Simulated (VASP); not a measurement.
Crystal: La.

```
CELL_PARAMETERS angstrom
-2.12383 2.12383 2.12383
2.12383 -2.12383 2.12383
2.12383 2.12383 -2.12383
ATOMIC_POSITIONS crystal
La 0.00000 0.00000 0.00000
```

This isn't the form of La at room conditions, which is double hcp.

| Quantity | Value |
| --- | --- |
| Program | VASP 6.6.1 |
| Task | single point |
| Functional | PBE |
| Potentials or basis | VASP PAW PBE potentials, release 64 (La) |
| Cutoff | 520 eV |
| k mesh | 9 × 9 × 9 |
| Occupations | fermi-dirac, width 0.05 eV |
| Spin | no spin polarisation |

On this cell: pressure -0.5 GPa; band gap on the k mesh none (metal or under the smearing width).

The same run follows on a disturbed copy (cell strained at random at fixed volume):

```
CELL_PARAMETERS angstrom
-2.10448 2.17934 2.12452
2.13820 -2.12912 2.10803
2.08475 2.10940 -2.07430
ATOMIC_POSITIONS crystal
La 0.98387 0.98284 0.98506
```

Question: What changes?

Answer: The energy (extrapolated to zero smearing) moves by -0.4 meV/atom; pressure -0.5 GPa; band gap on the k mesh none (metal or under the smearing width).

Stress tensor (GPa, compression positive):
```
-0.75  0.08 -0.13
 0.08 -0.08 -0.17
-0.13 -0.17 -0.63
```
